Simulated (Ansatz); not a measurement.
# Bands of Rh

```
Rh
1.0
     2.53606    0.00000    0.00000
     0.00000    2.53606    0.00000
     0.00000    0.00000    2.53606
Rh
1
Direct
  0.00000 0.00000 0.00000
```

The cell was built from the sc type and relaxed in the same program, and has space group Pm-3m; it needn't be a known or the stable phase.

Spin polarisation is left out, and whether a magnetic state lies lower isn't shown here.

The calculation used DFT, PBE, all-electron LAPW, scalar-relativistic in Ansatz 0.2.0.

Settings: a Γ-centred 14×14×14 k mesh, Fermi–Dirac smearing of 0.08 eV, basis error target 0.5 meV/atom, no spin polarisation.

Points in fractions of the reciprocal vectors of this cell: Γ (0, 0, 0), X (0, 0.5, 0), M (0.5, 0.5, 0), R (0.5, 0.5, 0.5). The path joins them by straight lines in the order Γ–X–M–Γ–R–X–R–M; legs that retrace an earlier one aren't tabulated. Energies are in eV from the Fermi level.

(1) Is there a gap?

(2) List the levels between -20 and 10 eV at the symmetry points.

Results:

(1) none: with an odd electron count and no spin polarisation the bands can't all be full, a metal in this set-up (spin order or a larger cell could open a gap).

(2) 
Γ: -6.73, -5.07 (×2), 0.74 (×3)
X: -4.45, -4.30, -1.34 (×2), -0.01, 0.94, 6.15
M: -5.53, -3.62, -0.94 (×2), 2.29, 5.62 (×2)
R: -4.40 (×3), 2.42 (×2)
